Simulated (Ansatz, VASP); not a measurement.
# ZrSe2: VASP beside Ansatz

Wanted: the spread between two codes on one cell, functional and k mesh.

Main program and level: Ansatz 0.2.0; plane waves, with VASP 6.6.1 beside it; G0W0 gap at PBE.

In doubt: GW ran without a cut-off Coulomb interaction for the vacuum, so the values of those runs are not to be relied on.

## Step 1: The structure

The cell holds 3 atoms: 1 Zr and 2 Se. Its edges and angles: a = 4.315 Å, b = 4.315 Å, c = 12.000 Å, α = 90.0°, β = 90.0°, γ = 120.0°. Vacuum lies along c.

Structure file:

```
Zr Se
1.0
     4.31540    0.00000    0.00000
    -2.15770    3.73725    0.00000
     0.00000    0.00000   12.00000
Zr Se
1 2
Direct
  0.00000 0.00000 0.50000
  0.33333 0.66667 0.60908
  0.66667 0.33333 0.39092
```

## Step 2: VASP: G0W0 gap, PBE

Quasiparticle shifts depend on high empty states and on the cores, so they are the hardest test of two PAW sets.

Lines of VASP's logs that name or quote its potential files are left out, and so is its time.

The run reads the wave functions of an earlier VASP run, which isn't shown here.

INCAR

```
SYSTEM = ZrSe2
PREC = Accurate
ENCUT = 370
ISMEAR = 0
SIGMA = 0.01
LREAL = .FALSE.
GGA = PE
NBANDS = 376
LASPH = .TRUE.
ALGO = EVGW0
NELMGW = 1
ENCUTGW = 90
NOMEGA = 48
PRECFOCK = Fast
NBANDSGW = 24
LWAVE = .FALSE.
LCHARG = .FALSE.
```

POSCAR

```
ZrSe2
1.0
    4.3153998800      0.0000000000      0.0000000000
   -2.1576999400      3.7372459236      0.0000000000
    0.0000000000      0.0000000000     12.0000000000
Zr Se
1 2
Direct
    0.0000000000      0.0000000000      0.5000000000
    0.3333333333      0.6666666667      0.6090785233
    0.6666666667      0.3333333333      0.3909214767
```

KPOINTS

```
Automatic mesh
0
Gamma
9 9 1
0 0 0
```

PAW data sets: Zr_sv_GW and Se_GW (PBE family, release 64).

Run with:

```sh
mpirun -np 8 vasp_std
```

Numbers of over 12 decimals in the logs are rounded to 6 here.

Output:

```text
[banner, memory and clock lines left out]
running    8 mpi-ranks, on    1 nodes
 distrk:  each k-point on    8 cores,    1 groups
 distr:  one band on    1 cores,    8 groups

 POSCAR found type information on POSCAR ZrSe
 POSCAR found :  2 types and       3 ions
|                                                                             |
|           W    W    AA    RRRRR   N    N  II  N    N   GGGG   !!!           |
|           W    W   A  A   R    R  NN   N  II  NN   N  G    G  !!!           |
|           W    W  A    A  R    R  N N  N  II  N N  N  G       !!!           |
|           W WW W  AAAAAA  RRRRR   N  N N  II  N  N N  G  GGG   !            |
|           WW  WW  A    A  R   R   N   NN  II  N   NN  G    G                |
|           W    W  A    A  R    R  N    N  II  N    N   GGGG   !!!           |
|                                                                             |
|     For optimal performance we recommend to set                             |
|       NCORE = 2 up to number-of-cores-per-socket                            |
|     NCORE specifies how many cores store one orbital (NPAR=cpu/NCORE).      |
|     This setting can greatly improve the performance of VASP for DFT.       |
|     The default, NCORE=1 might be grossly inefficient on modern             |
|     multi-core architectures or massively parallel machines. Do your        |
|     Unfortunately you need to use the default for GW and RPA                |
|     calculations (for HF NCORE is supported but not extensively tested      |
|     yet).                                                                   |
|                                                                             |

|                                                                             |
|           W    W    AA    RRRRR   N    N  II  N    N   GGGG   !!!           |
|           W    W   A  A   R    R  NN   N  II  NN   N  G    G  !!!           |
|           W    W  A    A  R    R  N N  N  II  N N  N  G       !!!           |
|           W WW W  AAAAAA  RRRRR   N  N N  II  N  N N  G  GGG   !            |
|           WW  WW  A    A  R   R   N   NN  II  N   NN  G    G                |
|           W    W  A    A  R    R  N    N  II  N    N   GGGG   !!!           |
|                                                                             |
|     The default for ENCUTGWSOFT is different in this version of VASP.       |
|     please manually set ENCUTGWSOFT =90 in the INCAR file.                  |
|                                                                             |

 LDA part: xc-table for (Slater+PW92), standard interpolation
 found WAVECAR, reading the header
 POSCAR, INCAR and KPOINTS ok, starting setup
 FFT: planning ... GRIDC
 FFT: planning ... GRID_SOFT
 FFT: planning ... GRID
 reading WAVECAR
 the WAVECAR file was read successfully
 initial charge from wavefunction
 available memory per node:     66.18 GB, setting MAXMEM to     67765

 The Fermi energy was updated, please check that it is located mid-gap
 values below the HOMO (VB) or above the LUMO (CB) will cause erroneous energies
 E-fermi :  -1.4177

 calculate exact exchange contribution
 the WAVEDER file was read successfully
|                                                                             |
|           W    W    AA    RRRRR   N    N  II  N    N   GGGG   !!!           |
|           W    W   A  A   R    R  NN   N  II  NN   N  G    G  !!!           |
|           W    W  A    A  R    R  N N  N  II  N N  N  G       !!!           |
|           W WW W  AAAAAA  RRRRR   N  N N  II  N  N N  G  GGG   !            |
|           WW  WW  A    A  R   R   N   NN  II  N   NN  G    G                |
|           W    W  A    A  R    R  N    N  II  N    N   GGGG   !!!           |
|                                                                             |
|     Automatic setting of frequency mesh for GW failed. Frequency mesh       |
|     properly not suitable for determining QP energies. Consider             |
|     increasing number of kpoints.                                           |
|                                                                             |

energies w=
    0.000    0.000    0.732    0.000    1.461    0.000    2.184    0.000
    2.899    0.000    3.604    0.000    4.298    0.000    4.980    0.000
    5.649    0.000    6.306    0.000    6.951    0.000    7.586    0.000
    8.212    0.000    8.830    0.000    9.442    0.000   10.051    0.000
   10.657    0.000   11.265    0.000   11.876    0.000   12.492    0.000
   13.118    0.000   13.755    0.000   14.409    0.000   15.082    0.000
   15.779    0.000   16.504    0.000   17.265    0.000   18.067    0.000
   18.919    0.000   19.829    0.000   20.809    0.000   21.873    0.000
   23.037    0.000   24.322    0.000   25.755    0.000   27.370    0.000
   29.209    0.000   31.333    0.000   33.819    0.000   36.777    0.000
   40.364    0.000   44.812    0.000   50.476    0.000   57.936    0.000
   68.199    0.000   83.185    0.000  107.070    0.000  150.953    0.000
 responsefunction array rank=     384
 LDA part: xc-table for (Slater+PW92), standard interpolation

 min. memory requirement per mpi rank    577.0 MB, per node   4615.7 MB

 allocating   6 responsefunctions rank=   384
 shmem allocating  48 responsefunctions rank=   384
 response function shared by NCSHMEM nodes    1
 Doing            6  frequencies on each core in blocks of           48
NQ=   1    0.0000    0.0000    0.0000,
|.........|.........|.........|.........|.........|.........|.........|.........
 performed        924000 updates of chi_q(r,r)
 total number of BLAS operations       1028.66 Gflops
NQ=   2    0.1111   -0.0000    0.0000,
|.........|.........|.........|.........|.........|.........|.........|.........
 performed       2768000 updates of chi_q(r,r)
 total number of BLAS operations       3159.58 Gflops
NQ=   3    0.2222    0.0000    0.0000,
|.........|.........|.........|.........|.........|.........|.........|.........
 performed       4612000 updates of chi_q(r,r)
 total number of BLAS operations       5179.83 Gflops
NQ=   4    0.3333    0.0000    0.0000,
|.........|.........|.........|.........|.........|.........|.........|.........
 performed       6456000 updates of chi_q(r,r)
 total number of BLAS operations       7355.86 Gflops
NQ=   5    0.4444    0.0000    0.0000,
|.........|.........|.........|.........|.........|.........|.........|.........
 performed       8300000 updates of chi_q(r,r)
 total number of BLAS operations       9486.79 Gflops
NQ=   6    0.1111    0.1111    0.0000,
|.........|.........|.........|.........|.........|.........|.........|.........
 performed      10144000 updates of chi_q(r,r)
 total number of BLAS operations      11628.95 Gflops
NQ=   7    0.2222    0.1111    0.0000,
|.........|.........|.........|.........|.........|.........|.........|.........
 performed      12313000 updates of chi_q(r,r)
 total number of BLAS operations      14069.64 Gflops
NQ=   8    0.3333    0.1111    0.0000,
|.........|.........|.........|.........|.........|.........|.........|.........
 performed      14482000 updates of chi_q(r,r)
 total number of BLAS operations      16432.85 Gflops
NQ=   9    0.4444    0.1111    0.0000,
|.........|.........|.........|.........|.........|.........|.........|.........
 performed      16326000 updates of chi_q(r,r)
 total number of BLAS operations      18519.15 Gflops
NQ=  10    0.2222    0.2222    0.0000,
|.........|.........|.........|.........|.........|.........|.........|.........
 performed      18170000 updates of chi_q(r,r)
 total number of BLAS operations      20594.37 Gflops
NQ=  11    0.3333    0.2222    0.0000,
|.........|.........|.........|.........|.........|.........|.........|.........
 performed      20339000 updates of chi_q(r,r)
 total number of BLAS operations      23009.10 Gflops
NQ=  12    0.3333    0.3333    0.0000,
|.........|.........|.........|.........|.........|.........|.........|.........
 performed      21461000 updates of chi_q(r,r)
 total number of BLAS operations      24212.26 Gflops
 resolving degeneracies of screened two electron integrals

 calculate QP shifts <psi_nk| G(iteration)W_0 |psi_nk>: iteration 1
 entering main loop
```

Parts of OUTCAR (step 2):

```text
ion  position               nearest neighbor table
   1  0.000  0.000  0.500-
   2  0.333  0.667  0.609-
   3  0.667  0.333  0.391-

  LATTYP: Found a hexagonal cell.
 ALAT       =     4.3153998800
 C/A-ratio  =     2.7807388269

 Subroutine GETGRP returns: Found 12 space group operations
 (whereof 12 operations were pure point group operations)

The static configuration has the point symmetry D_3d.

 Found     12 irreducible k-points:

   k-points           NKPTS =     12   k-points in BZ     NKDIM =     81   number of bands    NBANDS=    376

   dimension x,y,z NGX =    28 NGY =   28 NGZ =   80
   dimension x,y,z NGXF=    56 NGYF=   56 NGZF=  160

   ENCUT  =  370.0 eV  27.19 Ry    5.21 a.u.   6.77  6.77 18.82*2*pi/ulx,y,z

   NELECT =      24.0000    total number of electrons

  energy-cutoff  :      370.00
  volume of cell :      193.53
      direct lattice vectors                 reciprocal lattice vectors
     4.315399880  0.000000000  0.000000000     0.231728236  0.133788359  0.000000000
    -2.157699940  3.737245924  0.000000000     0.000000000  0.267576718  0.000000000
     0.000000000  0.000000000 12.000000000     0.000000000  0.000000000  0.083333333

 k-points in reciprocal lattice and weights: Automatic mesh
   0.00000000  0.00000000  0.00000000       0.012
   0.11111111 -0.00000000  0.00000000       0.074
   0.22222222  0.00000000  0.00000000       0.074
   0.33333333  0.00000000  0.00000000       0.074
   0.44444444  0.00000000  0.00000000       0.074
   0.11111111  0.11111111  0.00000000       0.074
   0.22222222  0.11111111  0.00000000       0.148
   0.33333333  0.11111111  0.00000000       0.148
   0.44444444  0.11111111  0.00000000       0.074
   0.22222222  0.22222222  0.00000000       0.074
   0.33333333  0.22222222  0.00000000       0.148
   0.33333333  0.33333333  0.00000000       0.025

 E-fermi :  -1.4177

 QP shifts <psi_nk| G(iteration)W_0 |psi_nk>: iteration 1
 for sc-GW calculations column KS-energies equals QP-energies in previous step
 and V_xc(KS)=  KS-energies - (<T + V_ion + V_H > + <T+V_H+V_ion>^1  + <V_x>^1)
 k-point   1 :       0.0000    0.0000    0.0000
  band No.  KS-energies  QP-energies   sigma(KS)   V_xc(KS)     V^pw_x(r,r')   Z            occupation Imag(sigma)
    ...
      9      -4.7396      -5.4761     -12.0871     -11.0701     -14.3667       0.7242       2.0000       0.6354
     10      -2.2309      -2.9101     -11.6655     -10.7367     -13.0466       0.7313       2.0000       0.3222
     11      -2.2179      -2.8209     -12.9285     -12.1107     -14.0587       0.7374       2.0000       0.2417
     12      -2.2179      -2.8209     -12.9285     -12.1107     -14.0587       0.7374       2.0000       0.2417
     13      -0.9253      -0.2007     -12.2950     -13.3074      -7.9819       0.7157       0.0000      -0.3716
     14      -0.9253      -0.2007     -12.2950     -13.3074      -7.9819       0.7157       0.0000      -0.3716
     15      -0.0190       0.6612     -11.4568     -12.4125      -6.7763       0.7117       0.0000      -0.4887
     16       2.4735       2.8217      -5.7636      -6.1936      -2.8132       0.8097       0.0000      -0.3404
    ...

 k-point   2 :       0.1111   -0.0000    0.0000
  band No.  KS-energies  QP-energies   sigma(KS)   V_xc(KS)     V^pw_x(r,r')   Z            occupation Imag(sigma)
    ...
      9      -4.6792      -5.4101     -12.1313     -11.1238     -14.3803       0.7254       2.0000       0.6203
     10      -2.7761      -3.3814     -12.5743     -11.7485     -13.6836       0.7330       2.0000       0.2768
     11      -2.4729      -3.0416     -12.8744     -12.1022     -13.8666       0.7364       2.0000       0.2440
     12      -2.0951      -2.7345     -11.9753     -11.1007     -13.2567       0.7310       2.0000       0.2987
     13      -0.7601      -0.0715     -12.1176     -13.0792      -7.9037       0.7162       0.0000      -0.3759
     14      -0.6553       0.0414     -12.4029     -13.3788      -8.1226       0.7139       0.0000      -0.3891
     15       0.1599       0.8644     -12.0021     -12.9969      -7.2732       0.7082       0.0000      -0.5182
     16       1.9206       2.6569     -11.5614     -12.5541      -7.6717       0.7418       0.0000      -0.4306
    ...

 k-point   3 :       0.2222    0.0000    0.0000
  band No.  KS-energies  QP-energies   sigma(KS)   V_xc(KS)     V^pw_x(r,r')   Z            occupation Imag(sigma)
    ...
      9      -4.5015      -5.1110     -13.1935     -12.3421     -15.2406       0.7159       2.0000       0.4838
     10      -3.4881      -4.1597     -12.2463     -11.3219     -13.7419       0.7266       2.0000       0.3761
     11      -2.8946      -3.4865     -12.8132     -12.0032     -13.9647       0.7307       2.0000       0.2826
     12      -1.9498      -2.5417     -12.4024     -11.5920     -13.5535       0.7304       2.0000       0.2727
     13      -0.6504       0.0148     -11.8250     -12.7519      -7.6887       0.7177       0.0000      -0.3786
     14      -0.2679       0.4630     -12.6016     -13.6318      -7.9489       0.7094       0.0000      -0.4558
     15       0.2714       1.0304     -12.5887     -13.6686      -7.6512       0.7028       0.0000      -0.5549
     16       1.3544       2.0915     -11.4528     -12.4482      -7.6228       0.7404       0.0000      -0.3816
    ...

 k-point   4 :       0.3333    0.0000    0.0000
  band No.  KS-energies  QP-energies   sigma(KS)   V_xc(KS)     V^pw_x(r,r')   Z            occupation Imag(sigma)
    ...
      9      -4.2717      -4.8769     -13.2208     -12.3756     -15.2088       0.7160       2.0000       0.4613
     10      -3.5331      -4.2008     -12.2095     -11.2851     -13.8675       0.7224       2.0000       0.4214
     11      -3.2303      -3.8837     -12.7521     -11.8567     -14.1858       0.7297       2.0000       0.3235
     12      -2.1741      -2.7802     -12.4405     -11.6080     -13.6712       0.7281       2.0000       0.2916
     13      -0.6327       0.0439     -11.7816     -12.7246      -7.6387       0.7175       0.0000      -0.3838
     14      -0.1406       0.6493     -12.7978     -13.9189      -7.7871       0.7046       0.0000      -0.4906
     15       0.0311       0.8198     -12.7445     -13.8671      -7.7586       0.7025       0.0000      -0.5213
     16       1.4875       2.2938     -12.1157     -13.2170      -8.0910       0.7320       0.0000      -0.4157
    ...

[... 4 further parts left out ...]
```

[end of part 1 of 2]

[Lines on the potential files, build, host, timing and source positions are cut from VASP's logs without a mark.]

[Logs are printed without paths, hosts, clocks, repeated set-up lines and the standing remarks that a program may print on its own settings, such as how far it seeks lower states.]

[Hosts, paths, dates, database ids (printed as entryN), source tags and the programs' standing remarks are cut or masked in the printed files.]
